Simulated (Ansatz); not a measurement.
# Rhodium, fcc under r²SCAN: how the plane-wave cutoff moves the result

How high must the plane-wave cutoff be for energy and pressure to settle? The geometry was relaxed under r²SCAN beforehand and stays fixed; 9 values are run, from 150 to 800 eV. Wanted are the values from which on the energy stays within 10 and 1 meV/atom, and the pressure within 0.5 GPa, of the last run. Within the series other settings stay. Spin polarisation is left out.

Method: DFT r²SCAN, plane waves with PAW, scalar-relativistic, in Ansatz 0.2.0.

## 1. The system as given

The structure is cubic, space group Fm-3m (No. 225). Conventional cell: a = 3.802 Å, b = 3.802 Å, c = 3.802 Å, α = 90.00°, β = 90.00°, γ = 90.00°. Around Rh (site symmetry m-3m) lie 12 Rh at 2.69 Å.

As a file:

```xyz
1
Lattice="0.0000 1.9008 1.9008 1.9008 0.0000 1.9008 1.9008 1.9008 0.0000" Properties=species:S:1:pos:R:3 pbc="T T T"
Rh    0.0000    0.0000    0.0000
```

## 2. A run at the usual settings, for scale

The input, input.yaml:

```yaml
crystal:
  lattice:
    - [0.0, 1.9008071574, 1.9008071574]
    - [1.9008071574, 0.0, 1.9008071574]
    - [1.9008071574, 1.9008071574, 0.0]
  atoms:
    - { symbol: Rh, position: [0.0, 0.0, 0.0] }
hamiltonian:
  xc: r2scan
  pseudopotentials:
    kind: paw
    azcp:
      Rh: "pseudopotentials/Rh.paw.azcp"
basis:
  ecutwfc: 500
  fft_grid_basis: typed
kpoints:
  mp_grid: { grid: [23, 23, 23], shift: [0, 0, 0] }
magnetization:
  spin_polarized: false
scf:
  occupations: { method: fermi_dirac, width: 0.1 }
  lower_state_search: "off"
output:
  stress: true
  write_density: true
  write_potential: true
  elf: true
  volumetric_format: npy
```

Command:

```sh
$ ansatz run input.yaml --threads 2 --pin off --max-ram 5120MiB --backend cpu --events-out ev --progress --plain --runs-dir out
```

Standard output, cut to the lines that bear on the results:

```text
Warning: RAYON_NUM_THREADS=2 ignored (pool sized by the plan → 2); use --threads N
[...]
Pseudopotentials: kind: paw
Pseudopotential: Rh, paw, valence charge 17, recommended cutoff 500 eV (meta_gga), <dir>
Functional definition: r2SCAN
[...]
Crystal: 1 atoms, lattice volume = 13.735 Å³
Basis set: ecut = 500 eV, 339 PW (Γ), exchange–correlation on 80×80×80 points (64 copies of the dense FFT grid, shifted against one another)
Bands: 13, of which v1, the nominal top of the filled ones, is band 9 counted from 1 (8 counted from 0)
Symmetry: 48 space group operations
Space group: Fm-3m (ITA 225), of the structure as read, at distance tolerance 2.4e-5 Å
k-points: 364 of 12167
[...]
SCF iter   1: F=-6415.292739 eV  HF=-6415.282508 eV  |F-HF|=1.02e-2  |Δ(HF+E_count)|=         —  Δρ=1.02e-2  dr2=4.09e-3  dr2_τ=9.74e-3  ethr=1.77e-3  ⟨swp⟩=5.3  Hψ=28258  notcnv=0
[...]
SCF iter   6: F=-6415.293902 eV  HF=-6415.293902 eV  |F-HF|=2.49e-8  |Δ(HF+E_count)|=   3.77e-7  Δρ=1.29e-5  dr2=1.29e-8  dr2_τ=1.22e-9  ethr=5.88e-10  ⟨swp⟩=6.0  Hψ=27206  notcnv=0
[...]
SCF converged after 6 iterations
Free energy (F): -6415.293902 eV
[...]
E sigma→0 (E₀):  -6415.272885 eV
Entropy (-TS):   -0.042035 eV (-42.035 meV/atom)
Fermi energy:    22.227848 eV
[...]
--- Stress (GPa, compression-positive) ---
       -0.013953      -0.000000      -0.000000
        0.000000      -0.013953       0.000000
       -0.000000      -0.000000      -0.013953
  P = ⅓ Tr σ = -0.0140 GPa (-0.140 kbar)
--- Band table (eV; the first three rows and the last of 364) ---
  k-point 0: bands = ["-58.9059", "-25.5426", "-25.5426", "-25.5426", "14.0789", "19.0637", "19.0637", "19.0637", "21.1610", "21.1610", "38.7103", "44.3518", "44.3518"]
[...]
```

Wall time 6.2 s (2 threads of Arm Neoverse V1, shared host); peak memory 0.38 GiB.

## 3. Run at 150 eV

The run at 150 eV.

input.yaml, as its differences from that of step 2:

```diff
@@ -14,6 +14,6 @@
 basis:
-  ecutwfc: 500
+  ecutwfc: 150
   fft_grid_basis: typed
 kpoints:
-  mp_grid: { grid: [23, 23, 23], shift: [0, 0, 0] }
+  mp_grid: { grid: [14, 14, 14], shift: [0, 0, 0] }
 magnetization:
@@ -25,5 +25 @@
   stress: true
-  write_density: true
-  write_potential: true
-  elf: true
-  volumetric_format: npy
```

Command:

```sh
$ ansatz run input.yaml --threads 2 --pin off --max-ram 5120MiB --backend cpu --events-out ev --progress --plain --runs-dir out
```

Standard output, cut to the lines that bear on the results:

```text
Warning: basis.ecutwfc = 150 eV is below the records' recommended 500 eV, and the density's cutoff is lower with it unless basis.ecutrho_ratio is high enough to keep the records' density cutoff: compare with a run at a higher cutoff
Warning: RAYON_NUM_THREADS=2 ignored (pool sized by the plan → 2); use --threads N
[...]
[... 3 set-up lines as earlier in the session ...]
[...]
Crystal: 1 atoms, lattice volume = 13.735 Å³
Basis set: ecut = 150 eV, 59 PW (Γ), exchange–correlation on 48×48×48 points (64 copies of the dense FFT grid, shifted against one another)
Bands: 13, of which v1, the nominal top of the filled ones, is band 9 counted from 1 (8 counted from 0)
[... 2 set-up lines as earlier in the session ...]
k-points: 104 of 2744
[...]
SCF iter   1: F=-6355.423266 eV  HF=-6373.983035 eV  |F-HF|=1.86e1  |Δ(HF+E_count)|=         —  Δρ=5.29e-1  dr2=2.38e1  dr2_τ=4.04e0  ethr=1.77e-3  ⟨swp⟩=4.7  Hψ=7079  notcnv=0
[...]
SCF iter   7: F=-6363.659498 eV  HF=-6363.659498 eV  |F-HF|=2.86e-9  |Δ(HF+E_count)|=   3.98e-7  Δρ=6.90e-6  dr2=5.61e-9  dr2_τ=6.30e-10  ethr=5.88e-10  ⟨swp⟩=2.1  Hψ=4456  notcnv=0
[...]
SCF converged after 7 iterations
Free energy (F): -6363.659498 eV
[...]
E sigma→0 (E₀):  -6363.640659 eV
Entropy (-TS):   -0.037677 eV (-37.677 meV/atom)
Fermi energy:    23.156779 eV
[...]
--- Stress (GPa, compression-positive) ---
     -141.935848      -0.000000       0.000000
        0.000000    -141.935848       0.000000
        0.000000      -0.000000    -141.935848
  P = ⅓ Tr σ = -141.9358 GPa (-1419.358 kbar)
```

It took 0.69 s on 2 threads of Arm Neoverse V1, shared host; peak memory 0.25 GiB.

## 4. Run at 200 eV

The run at 200 eV.

input.yaml, as its differences from that of step 3:

```diff
@@ -14,3 +14,3 @@
 basis:
-  ecutwfc: 150
+  ecutwfc: 200
   fft_grid_basis: typed
```

Command:

```sh
$ ansatz run input.yaml --threads 2 --pin off --max-ram 5120MiB --backend cpu --events-out ev --progress --plain --runs-dir out
```

Standard output, cut to the lines that bear on the results:

```text
Warning: basis.ecutwfc = 200 eV is below the records' recommended 500 eV, and the density's cutoff is lower with it unless basis.ecutrho_ratio is high enough to keep the records' density cutoff: compare with a run at a higher cutoff
Warning: RAYON_NUM_THREADS=2 ignored (pool sized by the plan → 2); use --threads N
[...]
[... 3 set-up lines as earlier in the session ...]
[...]
Crystal: 1 atoms, lattice volume = 13.735 Å³
Basis set: ecut = 200 eV, 89 PW (Γ), exchange–correlation on 60×60×60 points (64 copies of the dense FFT grid, shifted against one another)
Bands: 13, of which v1, the nominal top of the filled ones, is band 9 counted from 1 (8 counted from 0)
[... 2 set-up lines as earlier in the session ...]
k-points: 104 of 2744
[...]
SCF iter   1: F=-6403.372435 eV  HF=-6405.209142 eV  |F-HF|=1.84e0  |Δ(HF+E_count)|=         —  Δρ=1.93e-1  dr2=2.48e0  dr2_τ=7.32e-1  ethr=1.77e-3  ⟨swp⟩=4.9  Hψ=6928  notcnv=0
[...]
SCF iter   8: F=-6404.379532 eV  HF=-6404.379532 eV  |F-HF|=1.46e-11  |Δ(HF+E_count)|=   1.92e-9  Δρ=7.90e-7  dr2=6.54e-11  dr2_τ=3.09e-12  ethr=1.12e-10  ⟨swp⟩=2.0  Hψ=3619  notcnv=0
[...]
SCF converged after 8 iterations
Free energy (F): -6404.379532 eV
[...]
E sigma→0 (E₀):  -6404.355261 eV
Entropy (-TS):   -0.048542 eV (-48.542 meV/atom)
Fermi energy:    22.038784 eV
[...]
--- Stress (GPa, compression-positive) ---
      -13.577527      -0.000000       0.000000
       -0.000000     -13.577527      -0.000000
        0.000000      -0.000000     -13.577527
  P = ⅓ Tr σ = -13.5775 GPa (-135.775 kbar)
```

It took 0.84 s on 2 threads of Arm Neoverse V1, shared host; peak memory 0.26 GiB.

## 5. Run at 250 eV

The run at 250 eV.

input.yaml, as its differences from that of step 4:

```diff
@@ -14,3 +14,3 @@
 basis:
-  ecutwfc: 200
+  ecutwfc: 250
   fft_grid_basis: typed
```

Command:

```sh
$ ansatz run input.yaml --threads 2 --pin off --max-ram 5120MiB --backend cpu --events-out ev --progress --plain --runs-dir out
```

Standard output, cut to the lines that bear on the results:

```text
Warning: basis.ecutwfc = 250 eV is below the records' recommended 500 eV, and the density's cutoff is lower with it unless basis.ecutrho_ratio is high enough to keep the records' density cutoff: compare with a run at a higher cutoff
Warning: RAYON_NUM_THREADS=2 ignored (pool sized by the plan → 2); use --threads N
[...]
[... 3 set-up lines as earlier in the session ...]
[...]
Crystal: 1 atoms, lattice volume = 13.735 Å³
Basis set: ecut = 250 eV, 137 PW (Γ), exchange–correlation on 60×60×60 points (64 copies of the dense FFT grid, shifted against one another)
Bands: 13, of which v1, the nominal top of the filled ones, is band 9 counted from 1 (8 counted from 0)
[... 2 set-up lines as earlier in the session ...]
k-points: 104 of 2744
[...]
SCF iter   1: F=-6413.680063 eV  HF=-6413.739093 eV  |F-HF|=5.90e-2  |Δ(HF+E_count)|=         —  Δρ=5.37e-2  dr2=1.33e-1  dr2_τ=7.91e-2  ethr=1.77e-3  ⟨swp⟩=4.6  Hψ=7311  notcnv=0
[...]
SCF iter   6: F=-6413.723749 eV  HF=-6413.723749 eV  |F-HF|=6.73e-9  |Δ(HF+E_count)|=   7.92e-7  Δρ=1.25e-5  dr2=1.62e-8  dr2_τ=9.16e-10  ethr=5.88e-10  ⟨swp⟩=4.0  Hψ=4103  notcnv=0
[...]
SCF converged after 6 iterations
Free energy (F): -6413.723749 eV
[...]
E sigma→0 (E₀):  -6413.704221 eV
Entropy (-TS):   -0.039055 eV (-39.055 meV/atom)
Fermi energy:    22.239839 eV
[...]
--- Stress (GPa, compression-positive) ---
       10.551114      -0.000000       0.000000
       -0.000000      10.551114      -0.000000
       -0.000000       0.000000      10.551114
  P = ⅓ Tr σ = 10.5511 GPa (105.511 kbar)
```

Run time: 0.79 s. Hardware: 2 threads of Arm Neoverse V1, shared host; peak memory 0.26 GiB.

## 6. Run at 300 eV

The run at 300 eV.

input.yaml, as its differences from that of step 5:

```diff
@@ -14,3 +14,3 @@
 basis:
-  ecutwfc: 250
+  ecutwfc: 300
   fft_grid_basis: typed
```

Command:

```sh
$ ansatz run input.yaml --threads 2 --pin off --max-ram 5120MiB --backend cpu --events-out ev --progress --plain --runs-dir out
```

Standard output, cut to the lines that bear on the results:

```text
Warning: basis.ecutwfc = 300 eV is below the records' recommended 500 eV, and the density's cutoff is lower with it unless basis.ecutrho_ratio is high enough to keep the records' density cutoff: compare with a run at a higher cutoff
Warning: RAYON_NUM_THREADS=2 ignored (pool sized by the plan → 2); use --threads N
[...]
[... 3 set-up lines as earlier in the session ...]
[...]
Crystal: 1 atoms, lattice volume = 13.735 Å³
Basis set: ecut = 300 eV, 169 PW (Γ), exchange–correlation on 64×64×64 points (64 copies of the dense FFT grid, shifted against one another)
Bands: 13, of which v1, the nominal top of the filled ones, is band 9 counted from 1 (8 counted from 0)
[... 2 set-up lines as earlier in the session ...]
k-points: 104 of 2744
[...]
SCF iter   1: F=-6415.123411 eV  HF=-6415.112648 eV  |F-HF|=1.08e-2  |Δ(HF+E_count)|=         —  Δρ=1.81e-2  dr2=1.14e-2  dr2_τ=1.29e-2  ethr=1.77e-3  ⟨swp⟩=4.8  Hψ=7629  notcnv=0
[...]
SCF iter   6: F=-6415.125004 eV  HF=-6415.125004 eV  |F-HF|=4.59e-10  |Δ(HF+E_count)|=   1.28e-6  Δρ=7.34e-6  dr2=1.95e-9  dr2_τ=1.01e-9  ethr=5.88e-10  ⟨swp⟩=4.2  Hψ=4129  notcnv=0
[...]
SCF converged after 6 iterations
Free energy (F): -6415.125004 eV
[...]
E sigma→0 (E₀):  -6415.104993 eV
Entropy (-TS):   -0.040022 eV (-40.022 meV/atom)
Fermi energy:    22.228331 eV
[...]
--- Stress (GPa, compression-positive) ---
        0.234657      -0.000000      -0.000000
        0.000000       0.234657      -0.000000
        0.000000      -0.000000       0.234657
  P = ⅓ Tr σ = 0.2347 GPa (2.347 kbar)
```

It took 0.98 s on 2 threads of Arm Neoverse V1, shared host; peak memory 0.27 GiB.

## 7. Run at 350 eV

The run at 350 eV.

input.yaml, as its differences from that of step 6:

```diff
@@ -14,3 +14,3 @@
 basis:
-  ecutwfc: 300
+  ecutwfc: 350
   fft_grid_basis: typed
```

Command:

```sh
$ ansatz run input.yaml --threads 2 --pin off --max-ram 5120MiB --backend cpu --events-out ev --progress --plain --runs-dir out
```

Standard output, cut to the lines that bear on the results:

```text
Warning: basis.ecutwfc = 350 eV is below the records' recommended 500 eV, and the density's cutoff is lower with it unless basis.ecutrho_ratio is high enough to keep the records' density cutoff: compare with a run at a higher cutoff
Warning: RAYON_NUM_THREADS=2 ignored (pool sized by the plan → 2); use --threads N
[...]
[... 3 set-up lines as earlier in the session ...]
[...]
Crystal: 1 atoms, lattice volume = 13.735 Å³
Basis set: ecut = 350 eV, 181 PW (Γ), exchange–correlation on 72×72×72 points (64 copies of the dense FFT grid, shifted against one another)
Bands: 13, of which v1, the nominal top of the filled ones, is band 9 counted from 1 (8 counted from 0)
[... 2 set-up lines as earlier in the session ...]
k-points: 104 of 2744
[...]
SCF iter   1: F=-6415.276435 eV  HF=-6415.265709 eV  |F-HF|=1.07e-2  |Δ(HF+E_count)|=         —  Δρ=1.09e-2  dr2=4.97e-3  dr2_τ=1.03e-2  ethr=1.77e-3  ⟨swp⟩=5.0  Hψ=7802  notcnv=0
[...]
SCF iter   6: F=-6415.277386 eV  HF=-6415.277386 eV  |F-HF|=1.15e-8  |Δ(HF+E_count)|=   1.23e-6  Δρ=8.81e-6  dr2=8.51e-9  dr2_τ=3.62e-10  ethr=5.88e-10  ⟨swp⟩=4.3  Hψ=4336  notcnv=0
[...]
SCF converged after 6 iterations
Free energy (F): -6415.277386 eV
[...]
E sigma→0 (E₀):  -6415.257177 eV
Entropy (-TS):   -0.040418 eV (-40.418 meV/atom)
Fermi energy:    22.232680 eV
[...]
--- Stress (GPa, compression-positive) ---
       -0.220753       0.000000       0.000000
        0.000000      -0.220753       0.000000
        0.000000      -0.000000      -0.220753
  P = ⅓ Tr σ = -0.2208 GPa (-2.208 kbar)
```

Run time: 1.1 s. Hardware: 2 threads of Arm Neoverse V1, shared host; peak memory 0.28 GiB.

## 8. Run at 420 eV

The run at 420 eV.

input.yaml, as its differences from that of step 7:

```diff
@@ -14,3 +14,3 @@
 basis:
-  ecutwfc: 350
+  ecutwfc: 420
   fft_grid_basis: typed
```

Command:

```sh
$ ansatz run input.yaml --threads 2 --pin off --max-ram 5120MiB --backend cpu --events-out ev --progress --plain --runs-dir out
```

Standard output, cut to the lines that bear on the results:

```text
Warning: basis.ecutwfc = 420 eV is below the records' recommended 500 eV, and the density's cutoff is lower with it unless basis.ecutrho_ratio is high enough to keep the records' density cutoff: compare with a run at a higher cutoff
Warning: RAYON_NUM_THREADS=2 ignored (pool sized by the plan → 2); use --threads N
[...]
[... 3 set-up lines as earlier in the session ...]
[...]
Crystal: 1 atoms, lattice volume = 13.735 Å³
Basis set: ecut = 420 eV, 283 PW (Γ), exchange–correlation on 72×72×72 points (64 copies of the dense FFT grid, shifted against one another)
Bands: 13, of which v1, the nominal top of the filled ones, is band 9 counted from 1 (8 counted from 0)
[... 2 set-up lines as earlier in the session ...]
k-points: 104 of 2744
[...]
SCF iter   1: F=-6415.290881 eV  HF=-6415.280505 eV  |F-HF|=1.04e-2  |Δ(HF+E_count)|=         —  Δρ=9.95e-3  dr2=4.43e-3  dr2_τ=1.03e-2  ethr=1.77e-3  ⟨swp⟩=5.2  Hψ=7974  notcnv=0
[...]
SCF iter   6: F=-6415.291964 eV  HF=-6415.291964 eV  |F-HF|=1.33e-8  |Δ(HF+E_count)|=   7.76e-7  Δρ=1.35e-5  dr2=2.09e-8  dr2_τ=1.22e-9  ethr=5.88e-10  ⟨swp⟩=4.3  Hψ=4551  notcnv=0
[...]
SCF converged after 6 iterations
Free energy (F): -6415.291964 eV
[...]
E sigma→0 (E₀):  -6415.271757 eV
Entropy (-TS):   -0.040413 eV (-40.413 meV/atom)
Fermi energy:    22.234555 eV
[...]
--- Stress (GPa, compression-positive) ---
        0.004783       0.000000      -0.000000
       -0.000000       0.004783      -0.000000
        0.000000       0.000000       0.004783
  P = ⅓ Tr σ = 0.0048 GPa (0.048 kbar)
```

Wall time 1.2 s (2 threads of Arm Neoverse V1, shared host); peak memory 0.28 GiB.

## 9. Run at 500 eV

The run at 500 eV.

input.yaml, as its differences from that of step 8:

```diff
@@ -14,3 +14,3 @@
 basis:
-  ecutwfc: 420
+  ecutwfc: 500
   fft_grid_basis: typed
```

Command:

```sh
$ ansatz run input.yaml --threads 2 --pin off --max-ram 5120MiB --backend cpu --events-out ev --progress --plain --runs-dir out
```

Standard output, cut to the lines that bear on the results:

```text
Warning: RAYON_NUM_THREADS=2 ignored (pool sized by the plan → 2); use --threads N
[...]
[... 3 set-up lines as earlier in the session ...]
[...]
Crystal: 1 atoms, lattice volume = 13.735 Å³
Basis set: ecut = 500 eV, 339 PW (Γ), exchange–correlation on 80×80×80 points (64 copies of the dense FFT grid, shifted against one another)
Bands: 13, of which v1, the nominal top of the filled ones, is band 9 counted from 1 (8 counted from 0)
[... 2 set-up lines as earlier in the session ...]
k-points: 104 of 2744
[...]
SCF iter   1: F=-6415.292577 eV  HF=-6415.282312 eV  |F-HF|=1.03e-2  |Δ(HF+E_count)|=         —  Δρ=1.03e-2  dr2=4.58e-3  dr2_τ=9.68e-3  ethr=1.77e-3  ⟨swp⟩=5.2  Hψ=8091  notcnv=0
[...]
SCF iter   6: F=-6415.293773 eV  HF=-6415.293773 eV  |F-HF|=1.17e-8  |Δ(HF+E_count)|=   8.18e-7  Δρ=1.31e-5  dr2=1.87e-8  dr2_τ=1.36e-9  ethr=5.88e-10  ⟨swp⟩=4.6  Hψ=4607  notcnv=0
[...]
SCF converged after 6 iterations
Free energy (F): -6415.293773 eV
[...]
E sigma→0 (E₀):  -6415.273566 eV
Entropy (-TS):   -0.040415 eV (-40.415 meV/atom)
Fermi energy:    22.233993 eV
[...]
--- Stress (GPa, compression-positive) ---
       -0.000913      -0.000000       0.000000
       -0.000000      -0.000913       0.000000
        0.000000       0.000000      -0.000913
  P = ⅓ Tr σ = -0.0009 GPa (-0.009 kbar)
```

Run time: 1.6 s. Hardware: 2 threads of Arm Neoverse V1, shared host; peak memory 0.3 GiB.

## 10. Run at 600 eV

The run at 600 eV.

input.yaml, as its differences from that of step 9:

```diff
@@ -14,3 +14,3 @@
 basis:
-  ecutwfc: 500
+  ecutwfc: 600
   fft_grid_basis: typed
```

Command:

```sh
$ ansatz run input.yaml --threads 2 --pin off --max-ram 5120MiB --backend cpu --events-out ev --progress --plain --runs-dir out
```

Standard output, cut to the lines that bear on the results:

```text
Warning: RAYON_NUM_THREADS=2 ignored (pool sized by the plan → 2); use --threads N
[...]
[... 3 set-up lines as earlier in the session ...]
[...]
Crystal: 1 atoms, lattice volume = 13.735 Å³
Basis set: ecut = 600 eV, 459 PW (Γ), exchange–correlation on 96×96×96 points (64 copies of the dense FFT grid, shifted against one another)
Bands: 13, of which v1, the nominal top of the filled ones, is band 9 counted from 1 (8 counted from 0)
[... 2 set-up lines as earlier in the session ...]
k-points: 104 of 2744
[...]
SCF iter   1: F=-6415.293027 eV  HF=-6415.282852 eV  |F-HF|=1.02e-2  |Δ(HF+E_count)|=         —  Δρ=1.05e-2  dr2=4.67e-3  dr2_τ=9.08e-3  ethr=1.77e-3  ⟨swp⟩=5.3  Hψ=8076  notcnv=0
[...]
SCF iter   6: F=-6415.294360 eV  HF=-6415.294360 eV  |F-HF|=1.11e-8  |Δ(HF+E_count)|=   9.68e-7  Δρ=1.22e-5  dr2=1.59e-8  dr2_τ=1.23e-9  ethr=5.88e-10  ⟨swp⟩=4.8  Hψ=4674  notcnv=0
[...]
SCF converged after 6 iterations
Free energy (F): -6415.294360 eV
[...]
E sigma→0 (E₀):  -6415.274153 eV
Entropy (-TS):   -0.040415 eV (-40.415 meV/atom)
Fermi energy:    22.234028 eV
[...]
--- Stress (GPa, compression-positive) ---
        0.010677      -0.000000      -0.000000
        0.000000       0.010677      -0.000000
       -0.000000      -0.000000       0.010677
  P = ⅓ Tr σ = 0.0107 GPa (0.107 kbar)
```

It took 1.9 s on 2 threads of Arm Neoverse V1, shared host; peak memory 0.34 GiB.

## 11. Run at 800 eV

The run at 800 eV.

input.yaml, as its differences from that of step 10:

```diff
@@ -14,3 +14,3 @@
 basis:
-  ecutwfc: 600
+  ecutwfc: 800
   fft_grid_basis: typed
```

Command:

```sh
$ ansatz run input.yaml --threads 2 --pin off --max-ram 5120MiB --backend cpu --events-out ev --progress --plain --runs-dir out
```

Standard output, cut to the lines that bear on the results:

```text
Warning: RAYON_NUM_THREADS=2 ignored (pool sized by the plan → 2); use --threads N
[...]
[... 3 set-up lines as earlier in the session ...]
[...]
Crystal: 1 atoms, lattice volume = 13.735 Å³
Basis set: ecut = 800 eV, 725 PW (Γ), exchange–correlation on 100×100×100 points (64 copies of the dense FFT grid, shifted against one another)
Bands: 13, of which v1, the nominal top of the filled ones, is band 9 counted from 1 (8 counted from 0)
[... 2 set-up lines as earlier in the session ...]
k-points: 104 of 2744
[...]
SCF iter   1: F=-6415.293832 eV  HF=-6415.283787 eV  |F-HF|=1.00e-2  |Δ(HF+E_count)|=         —  Δρ=1.06e-2  dr2=4.72e-3  dr2_τ=8.08e-3  ethr=1.77e-3  ⟨swp⟩=5.3  Hψ=8087  notcnv=0
[...]
SCF iter   6: F=-6415.295217 eV  HF=-6415.295217 eV  |F-HF|=9.31e-9  |Δ(HF+E_count)|=   9.47e-7  Δρ=1.14e-5  dr2=1.37e-8  dr2_τ=1.05e-9  ethr=5.88e-10  ⟨swp⟩=4.8  Hψ=4669  notcnv=0
[...]
SCF converged after 6 iterations
Free energy (F): -6415.295217 eV
[...]
E sigma→0 (E₀):  -6415.275010 eV
Entropy (-TS):   -0.040414 eV (-40.414 meV/atom)
Fermi energy:    22.234185 eV
[...]
--- Stress (GPa, compression-positive) ---
       -0.003891       0.000000       0.000000
       -0.000000      -0.003891      -0.000000
       -0.000000       0.000000      -0.003891
  P = ⅓ Tr σ = -0.0039 GPa (-0.039 kbar)
```

Wall time 2.7 s (2 threads of Arm Neoverse V1, shared host); peak memory 0.37 GiB.

## 12. All values side by side

Energies count from the run at 800 eV.

```csv
cutoff (eV),plane waves at Γ,E(σ → 0) (meV/atom),P (GPa),SCF cycles,CPU time
150,59,51634.35,-141.94,7,1.2 s
200,89,10919.75,-13.58,8,1.4 s
250,137,1570.79,10.55,6,1.4 s
300,169,170.02,0.23,6,1.7 s
350,181,17.83,-0.22,6,2 s
420,283,3.25,0.00,6,2.2 s
500,339,1.44,0.00,6,3 s
600,459,0.86,0.01,6,3.6 s
800,725,0.00,0.00,6,5.2 s
```

## 13. Summary of results

```
                                                                      quantity                                 value
                                   E(σ → 0) stays within 10 meV/atom of 800 eV                        from 420 eV on
                                              E(σ → 0) stays within 1 meV/atom                        from 600 eV on
                                                 pressure stays within 0.5 GPa                        from 300 eV on
                                                            pressure at 800 eV                              0.00 GPa
                                               CPU time, dearest over cheapest                                   4.5
run at the usual settings (mesh 23×23×23 against the series' 14×14×14, 500 eV)  +2.1 meV/atom from 800 eV, -0.01 GPa
```

In words: The far end, 150 eV, lies +51634 meV/atom and -141.9 GPa from the yardstick. The energy falls at each step up in cutoff, as the variational principle asks. 1 meV/atom is reached at 600 eV; energy differences often converge earlier, as errors cancel.
